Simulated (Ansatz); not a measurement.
S (P4_2/mnm), work and stress of cleavage

All numbers below come from DFT PBE+D3(BJ), scalar-relativistic, plane waves, PAW (Ansatz). Settings: plane waves to 420 eV, k-mesh 9×16×5 (Γ-centred), Gaussian smearing 0.15 eV. No spin polarisation. Energies are free energies at this smearing, counted from the undisturbed cell; pressure is positive in compression.

Zero of the scan (relaxed at this level; with this scan's settings it stands at 0.1 GPa; this form isn't the usual structure):

```
CELL_PARAMETERS angstrom
0.00000 -5.47627 0.00000
0.00000 0.00000 -2.96025
10.95255 0.00000 0.00000
ATOMIC_POSITIONS crystal
S 0.12267 0.50000 0.31367
S 0.12267 0.50000 0.81367
S 0.87733 0.50000 0.93633
S 0.87733 0.50000 0.43633
S 0.37733 0.00000 0.06367
S 0.37733 0.00000 0.56367
S 0.62267 0.00000 0.18633
S 0.62267 0.00000 0.68633
```

The cut lies on the cell's a–b face, a (1 0 0) plane (indices in the standard cell, whose axes needn't be the Cartesian ones shown) of area 16.21 Å², between layers 1.39 Å apart. Vector c is lengthened by d along the normal with the atoms' Cartesian places fixed: one unrelaxed cut a cell. The traction is positive where the two halves pull on each other.

| d (Å) | energy (J/m²) | traction (GPa) |
| --- | --- | --- |
| -0.30 | 0.041 | -3.31 |
| -0.15 | 0.008 | -1.26 |
| 0.00 | 0.000 | 0.13 |
| 0.25 | 0.022 | 1.45 |
| 0.50 | 0.066 | 1.95 |
| 0.75 | 0.116 | 1.99 |
| 1.00 | 0.164 | 1.82 |
| 1.50 | 0.243 | 1.36 |
| 2.00 | 0.301 | 0.98 |
| 3.00 | 0.372 | 0.48 |
| 4.50 | 0.415 | 0.15 |
| 6.00 | 0.430 | 0.06 |

Question: What are the work of separation and the cleavage stress, and do they fit the universal binding curve?

Answer: The energy levels off near W ≈ 0.430 J/m² (the traction is down to 0.06 GPa), the energy of the two unrelaxed faces, 0.215 J/m² each on average. The largest sampled traction is 1.99 GPa at d = 0.75 Å, and a parabola through it and its two neighbours peaks at σ_max ≈ 2.00 GPa, d ≈ 0.67 Å. The curve E = W[1 − (1 + d/ℓ)exp(−d/ℓ)] peaks in traction at d = ℓ with σ_max = W/(eℓ); with 1 J/m² per Å = 10 GPa this W and σ_max give ℓ = 0.79 Å. A parabola through that curve at the same three d peaks at 0.81 Å, against 0.67 Å here, so the traction peaks closer in than on that curve. Real crystals break at far lower stress, because cracks concentrate it.

The crystal is built of separate molecules, and the cut parts neighbours that are weakly bound, with dispersion added by D3.

The cut is rigid; relaxing the faces lowers these energies and usually the stresses.

In a metal these slopes depend on the k mesh and the smearing.

Cost: 12 runs of about 6.8 core-minutes in all, on Intel Xeon Platinum 8581C (Emerald Rapids) (shared hosts).